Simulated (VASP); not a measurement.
H, 2 atoms in the cell. It takes space group P6_3/mmc (No. 194, hexagonal). The conventional cell has a = 5.170 Å, b = 5.170 Å, c = 3.850 Å, α = 90.00°, β = 90.00°, γ = 120.00°. H (site symmetry -6m2) has 8 H at 3.55 to 3.85 Å as nearest neighbours. The real solid is made of molecules; this cell is a model form.

```yaml
Program: VASP 6.6.1
Task: single point
Functional: PBE
Potentials_or_basis: VASP PAW PBE potentials, release 64 (H)
Cutoff: 520 eV
k_mesh: 6 × 6 × 7
Occupations: fermi-dirac, width 0.05 eV
Spin: no spin polarisation
Further_INCAR_settings: ALGO = Normal; EDIFF = 1e-07; NBANDS = 8
```

Potentials or basis: VASP PAW PBE potentials, release 64 (H).

Launch:

```bash
$ cat potpaw_PBE.64/H/POTCAR > POTCAR
$ mpirun -np 1 vasp_std > vasp.out
```

Hardware: 1 thread of AMD EPYC 7R43 64-Core Processor (Zen 3) (shared host).

Estimate the wall time of this run.

It took 32 s on 1 thread of AMD EPYC 7R43 64-Core Processor (Zen 3), on a shared host, peak memory 0.14 GiB. Counts: scf iterations 11, k points 28.
